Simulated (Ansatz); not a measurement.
# RbBr2: the cost of one run

Method: DFT PBE, scalar-relativistic, plane waves, PAW, in Ansatz 0.2.0.

## Step 1: The structure to begin with

It takes space group Fm-3m (No. 225, cubic). The conventional cell has a = 7.324 Å, b = 7.324 Å, c = 7.324 Å, α = 90.00°, β = 90.00°, γ = 90.00°. Rb (site symmetry m-3m) is surrounded by 8 Br at 3.17 Å. Around Br (site symmetry -43m) lie 4 Rb at 3.17 Å.

Structure file:

```
Rb Br
1.0
     0.00000    3.66217    3.66217
     3.66217    0.00000    3.66217
     3.66217    3.66217    0.00000
Rb Br
1 2
Direct
  0.00000 0.00000 0.00000
  0.25000 0.25000 0.25000
  0.75000 0.75000 0.75000
```

This is candidate A: fluorite type (Fm-3m, No. 225).

(A quick probe on a coarse mesh, which set the mesh and smearing, is not shown.)

## Step 3: A loose first relaxation (candidate A)

Contents of input.yaml:

```yaml
crystal:
  lattice:
    - [0.0, 3.6621742478, 3.6621742478]
    - [3.6621742478, 0.0, 3.6621742478]
    - [3.6621742478, 3.6621742478, 0.0]
  atoms:
    - { symbol: Rb, position: [0.0, 0.0, 0.0] }
    - { symbol: Br, position: [0.25, 0.25, 0.25] }
    - { symbol: Br, position: [0.75, 0.75, 0.75] }
basis:
  ecutwfc: 420
kpoints:
  mp_grid: { grid: [4, 4, 4] }
hamiltonian:
  xc: pbe
scf:
  occupations: { method: gaussian, width: 0.1 }
  lower_state_search: "off"
output:
  forces: true
  stress: true
  eigenvalues: true
relax:
  adjacent_minimum: "off"
  f_tol: 0.04
  max_steps: 70
  cell: { stress_tol: 0.4 }
```

Started as:

```bash
$ ansatz run input.yaml --threads 1 --pin off --max-ram 2560MiB --backend cpu --events-out ev --progress --plain --runs-dir out
```

Q: Estimate wall time and peak memory on 1 thread of Intel Xeon 6975P-C (Granite Rapids), shared host.

About 5.6 s, with a peak of 0.37 GiB.
